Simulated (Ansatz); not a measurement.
Bulk crystal (AlRu) after relaxation:

Space group Pm-3m (No. 221). a = 2.983 Å, b = 2.983 Å, c = 2.983 Å, α = 90.00°, β = 90.00°, γ = 90.00°
```
atom site symmetry x y z
  Al    1a m-3m  0.0000  0.0000  0.0000
  Ru    1b m-3m  0.5000  0.5000  0.5000
```

Miller indices refer to the conventional cell of Pm-3m (No. 221), a = 2.983 Å, b = 2.983 Å, c = 2.983 Å, α = 90.00°, β = 90.00°, γ = 90.00°.

The (111) slab of 15 planes, 12.1 Å thick with 15 Å of vacuum as cut; outer planes Ru (top) and Ru (bottom).

These are results of DFT r2SCAN, scalar-relativistic, plane waves, PAW (Ansatz 0.2.0), not measurements. Plane waves to 500 eV, a k mesh through Γ of 9×9×1 on the computed 15-atom cell and Gaussian smearing (0.10 eV); no spin polarisation. The cell repeats along c with a dipole correction in the vacuum.

The slab isn't stoichiometric (Al7Ru8), so its surface energy depends on the chemical potentials; it is given with the excess atoms taken from the element's standard state, a limit at which the compound may itself be unstable, so the figure can be too low.

With the atoms at the bulk's places:

| Quantity | Value |
| --- | --- |
| Surface energy with the excess atoms taken from the elements | 3.57 J/m² |
| Work function | 4.16 eV |

(1) What changes when all atoms relax within this surface cell and its symmetry?

## Answers

(1) The energy falls by 0.116 J/m² a face, and the largest move is 0.19 Å.

```json
{"Surface energy with the excess atoms taken from the elements": "3.45 J/m²", "Work function": "4.60 eV"}
```

```
plane (bottom to top) atoms spacing to next, bulk (Å) relaxed (Å) change (%)
                    1     Ru                      0.861        0.705       -18.1
                    2     Al                      0.861        0.738       -14.3
                    3     Ru                      0.861        1.004       +16.6
                    4     Al                      0.861        0.810        -5.9
                    5     Ru                      0.861        0.824        -4.3
                    6     Al                      0.861        0.894        +3.8
                    7     Ru                      0.861        0.863        +0.2
                    8     Al                      0.861        0.863        +0.2
                    9     Ru                      0.861        0.894        +3.8
                   10     Al                      0.861        0.824        -4.3
                   11     Ru                      0.861        0.810        -5.9
                   12     Al                      0.861        1.004       +16.6
                   13     Ru                      0.861        0.738       -14.3
                   14     Al                      0.861        0.705       -18.1
                   15     Ru
```